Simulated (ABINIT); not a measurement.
# Quasiparticle gap of AlN (P6_3mc) in ABINIT, part 3 of 3

Wanted: ground state, empty states, screening and self-energy for AlN (P6_3mc).

ABINIT 10.8.3; LDA and many-body steps on it, plane waves. Known limits of the many-body steps: not at the basis limit.

So far. Step 4 (Empty states on the mesh, 6×6×4 mesh, 142 bands): On this mesh the gap is 4.255 eV. Step 5 (Screening, 6×6×4 mesh, 134 bands, screening to 179.6 eV): Local fields lower ε∞ by 9 %.

The database entry behind the starting cell differs from later determinations by our own check (inner coordinate u about 0.002 short), so it need not match the best structure at ambient conditions.

## (6) Self-energy, 6×6×4 mesh, 134 bands, screening to 179.6 eV

The self-energy is evaluated for the states that the input lists, and the levels follow from it, in one-shot runs by the linearised quasiparticle equation.

This step: G0W0 on LDA, plane waves, norm-conserving pseudopotentials.

The input, run.abi:

```
acell 3*1.0 Angstrom
rprim 
  3.113000000011 -0.000000000003 0.000000000000
  -1.556500000003 2.695937081992 0.000000000000
  0.000000000000 0.000000000000 4.981000000000
ntypat 2
znucl 13 7
natom 4
typat 1 1 2 2
xred 
  0.333333333333 0.666666666667 0.000000000000
  0.666666666667 0.333333333333 0.500000000000
  0.333333333333 0.666666666667 0.380000000000
  0.666666666667 0.333333333333 0.880000000000
pp_dirpath "pseudos"
pseudos "Al.upf, N.upf"
ecut 36
ngkpt 6 6 4
nshiftk 1
shiftk 0 0 0
kptopt 1
chksymbreak 0
istwfk *1
occopt 1
irdwfk 1
optdriver 4
nband 134
gwcalctyp 0
ecutsigx 36
symsigma 1
nkptgw 4
kptgw 
  0.0000000000 0.0000000000 0.0000000000
  0.5000000000 0.0000000000 0.0000000000
  0.0000000000 0.0000000000 0.5000000000
  0.5000000000 0.0000000000 0.5000000000
bdgw 
  6 10
  7 10
  5 10
  7 10
ecuteps 6.6
irdscr 1
ppmodel 1
indata_prefix "in"
outdata_prefix "out"
tmpdata_prefix "tmp"
```

Run with:

```sh
> OMP_NUM_THREADS=1 mpirun -n 4 abinit run.abi > log
```

Numbers of over 12 decimals in the logs are rounded to 6 here.

The log of the run:

```text
.Version 10.8.3 of ABINIT. v10.8.2 released Aug 2026.

 Symmetries : space group P6_3 m c (#186); Bravais hP (primitive hexag.)
[... echo of the input left out ...]
== DATASET  1 ==================================================================
-   mpi_nproc: 4, omp_nthreads: 1 (-1 if OMP is not activated)

--- !DatasetInfo
iteration_state: {dtset: 1, }
dimensions: {natom: 4, nkpt: 21, mband: 134, nsppol: 1, nspinor: 1, nspden: 1, mpw: 2934, }
cutoff_energies: {ecut:  36.0, pawecutdg:  -1.0, }
electrons: {nelect:   1.60000000E+01, charge:   0.00000000E+00, occopt:   1.00000000E+00, tsmear:   1.00000000E-02, }

 SIGMA: Calculation of the GW corrections

 Based on a program developped by R.W. Godby, V. Olevano, G. Onida, and L. Reining.
 Incorporated in ABINIT by V. Olevano, G.-M. Rignanese, and M. Torrent.
.Using double precision arithmetic ; gwpc =  8

[... cell and pseudopotentials left out ...]
--------------------------------------------------------------------------------

 ==== K-mesh for the wavefunctions ====
 Number of points in the irreducible wedge :    21
[... list of points left out ...]
 Together with 12 symmetry operations and time-reversal symmetry
 yields   144 points in the full Brillouin Zone.

 ==== Q-mesh for screening function ====
 Number of points in the irreducible wedge :    21
[... list of points left out ...]
 Together with 12 symmetry operations and time-reversal symmetry
 yields   144 points in the full Brillouin Zone.

 vcoul_init : cutoff-mode = AUXILIARY_FUNCTION
 q-points for optical limit:   1
     1)      0.000010    0.000020    0.000030
 setmesh: FFT mesh size selected  =    27x   27x   54
          total number of points  =        39366

 Number of electrons calculated from density =   16.0000; Expected =   16.0000
 average of density, n =  0.056718
 r_s =    1.6146
 omega_plasma =   22.9728 [eV]

 === KS Band Gaps ===
  >>>> For spin  1
   Minimum direct gap =   4.2550 [eV], located at k-point      :   0.0000  0.0000  0.0000
   Fundamental gap    =   4.2550 [eV], Top of valence bands at :   0.0000  0.0000  0.0000
                                       Bottom of conduction at :   0.0000  0.0000  0.0000
 SIGMA fundamental parameters:
 PLASMON POLE MODEL  1
 number of plane-waves for SigmaX                 2863
 number of plane-waves for SigmaC and W            233
 number of plane-waves for wavefunctions          2863
 number of bands                                   134
 number of independent spin polarizations            1
 number of spinorial components                      1
 number of k-points in IBZ                          21
 number of q-points in IBZ                          21
 number of symmetry operations                      12
 number of k-points in BZ                          144
 number of q-points in BZ                          144
 number of frequencies for dSigma/dE                 9
 frequency step for dSigma/dE [eV]                0.25
 number of omega for Sigma on real axis              0
 max omega for Sigma on real axis  [eV]           0.00
 zcut for avoiding poles [eV]                     0.10

 EPSILON^-1 parameters (SCR file):
 dimension of the eps^-1 matrix on file            233
 dimension of the eps^-1 matrix used               233
 number of plane-waves for wavefunctions          2863
 number of bands                                   134
 number of q-points in IBZ                          21
 number of frequencies                               2
 number of real frequencies                          1
 number of imag frequencies                          1

 matrix elements of self-energy operator (all in [eV])

 Perturbative Calculation

--- !SelfEnergy_ee
iteration_state: {dtset: 1, }
kpoint     : [   0.000,    0.000,    0.000, ]
spin       : 1
KS_gap     :    4.255
QP_gap     :    5.788
Delta_QP_KS:    1.533
data: !SigmaeeData |
     Band     E0 <VxcDFT>   SigX SigC(E0)      Z dSigC/dE  Sig(E)    E-E0       E
        6   5.481 -16.803 -20.935   3.074   0.786  -0.272 -17.635  -0.833   4.648
        7   5.481 -16.803 -20.935   3.074   0.786  -0.272 -17.635  -0.833   4.648
        8   5.659 -16.908 -20.973   3.036   0.786  -0.272 -17.717  -0.809   4.850
        9   9.914 -12.746  -8.139  -3.720   0.816  -0.226 -12.022   0.724  10.638
       10  12.222 -11.101  -5.870  -4.246   0.825  -0.212 -10.289   0.812  13.034

--- !SelfEnergy_ee
iteration_state: {dtset: 1, }
kpoint     : [   0.500,    0.000,    0.000, ]
spin       : 1
KS_gap     :    6.364
QP_gap     :    8.030
Delta_QP_KS:    1.666
data: !SigmaeeData |
     Band     E0 <VxcDFT>   SigX SigC(E0)      Z dSigC/dE  Sig(E)    E-E0       E
        7   3.866 -14.832 -19.233   3.109   0.787  -0.271 -15.848  -1.016   2.850
        8   4.995 -16.437 -20.778   3.173   0.785  -0.274 -17.354  -0.917   4.078
        9  11.359  -9.852  -4.860  -4.093   0.833  -0.200  -9.103   0.749  12.108
       10  11.383 -10.939  -6.011  -3.950   0.824  -0.213 -10.133   0.806  12.189

--- !SelfEnergy_ee
iteration_state: {dtset: 1, }
kpoint     : [   0.000,    0.000,    0.500, ]
spin       : 1
KS_gap     :    6.945
QP_gap     :    8.725
Delta_QP_KS:    1.781
data: !SigmaeeData |
     Band     E0 <VxcDFT>   SigX SigC(E0)      Z dSigC/dE  Sig(E)    E-E0       E
        5   5.142 -16.549 -20.835   3.151   0.785  -0.273 -17.440  -0.891   4.251
[...]
10  12.087 -12.952  -7.738  -4.117   0.811  -0.234 -12.062   0.890  12.976

--- !SelfEnergy_ee
iteration_state: {dtset: 1, }
kpoint     : [   0.500,    0.000,    0.500, ]
spin       : 1
KS_gap     :    6.595
QP_gap     :    8.307
Delta_QP_KS:    1.712
data: !SigmaeeData |
     Band     E0 <VxcDFT>   SigX SigC(E0)      Z dSigC/dE  Sig(E)    E-E0       E
        7   4.299 -15.743 -20.221   3.219   0.784  -0.275 -16.731  -0.988   3.311
        8   4.299 -15.743 -20.221   3.219   0.784  -0.275 -16.731  -0.988   3.311
        9  10.894 -10.410  -5.562  -3.974   0.829  -0.206  -9.686   0.725  11.619
       10  10.894 -10.410  -5.562  -3.974   0.829  -0.206  -9.686   0.725  11.619

== END DATASET(S) ==============================================================
================================================================================

 -outvars: echo values of variables after computation  --------
           etotal      0.0000000000E+00
            nband         134
             nkpt          21
          spgroup         186
 [... the other variables as echoed above ...]

 Calculation completed.
```

Elapsed: 52 s, on 4 MPI ranks of Arm Neoverse V1, shared host; peak memory 1.3 GiB; 3.5 min of CPU time.

This step gave:

```yaml
g0w0_gap_on_the_mesh: 5.788 eV
starting_gap_on_the_mesh: 4.255 eV
k_of_the_valence_top: 0, 0, 0
k_of_the_conduction_bottom: 0, 0, 0
z_at_the_valence_top: 0.786
z_at_the_conduction_bottom: 0.816
least_direct_g0w0_gap_on_the_computed_points: 5.788 eV
```

The gap on the mesh goes from 4.26 eV to 5.79 eV, a correction of +1.53 eV.

Limits: finite bands, cutoff and mesh. v1 is the top filled band, c1 the lowest empty one. The levels before and after the correction (eV, zero at the valence-band top of each column):

```tsv
	conduction bottom	valence top
Kohn-Sham	4.26	0.00
G0W0	5.79	0.00
```

```tsv
	level	energy (eV)
Kohn-Sham	Γ v3-v2	-0.178
Kohn-Sham	Γ v1	0.000
Kohn-Sham	Γ c1	4.255
Kohn-Sham	Γ c2	6.563
G0W0	Γ v3-v2	-0.202
G0W0	Γ v1	0.000
G0W0	Γ c1	5.788
G0W0	Γ c2	8.184
```

## (7) Where the time went

Times are wall times on 4 MPI ranks of Arm Neoverse V1, shared host, good to a factor of about two.

```tsv
step	time	share	memory (GiB)
ground state	9 s	3 %	0.28
bands along the symmetry lines	12 s	4 %	0.3
empty states on the mesh	2 min	35 %	2.1
screening	2.6 min	44 %	1.2
self-energy	52 s	15 %	1.3
```

## (8) Summary of results

```
LDA gap              : 4.26 eV, direct
G0W0 gap on the mesh : 5.79 eV
GW settings          : 6×6×4 mesh, 134 bands, screening to 179.6 eV, Godby-Needs plasmon pole
known limits         : not at the basis limit
```

**Reading.** G0W0 moves the gap on the mesh from 4.26 eV to 5.79 eV (+1.53 eV), with Z of 0.79 and 0.82 at the edges. Local fields lower the RPA ε∞ on this mesh from 4.71 to 4.28. Bands and cutoff are finite, so the gap is not at the basis limit. The miss can reach some tenths of an eV and take either sign; the mesh is an error of its own.

[Paths, hosts, dates, memory and timing lines, banners, echoed tables and standing remarks are left out of the program output.]

[Logs are printed without paths, hosts, clocks, repeated set-up lines and the standing remarks that a program may print on its own settings, such as how far it seeks lower states.]

[Runs of the session that timed out or met a known fault of the program may be left out.]

[Hosts, paths, dates, database ids (printed as entryN), source tags and the programs' standing remarks are cut or masked in the printed files.]

[G0W0 gaps are taken among the corrected bands and points alone; a level outside them can change the order at an edge.]

[Where Ansatz stands beside ABINIT at settings called matched, ABINIT's density can come from a denser mesh and the files from another edition; pairs whose starting gaps differed by over 0.03 eV were left out, so agreement reads better than it is.]
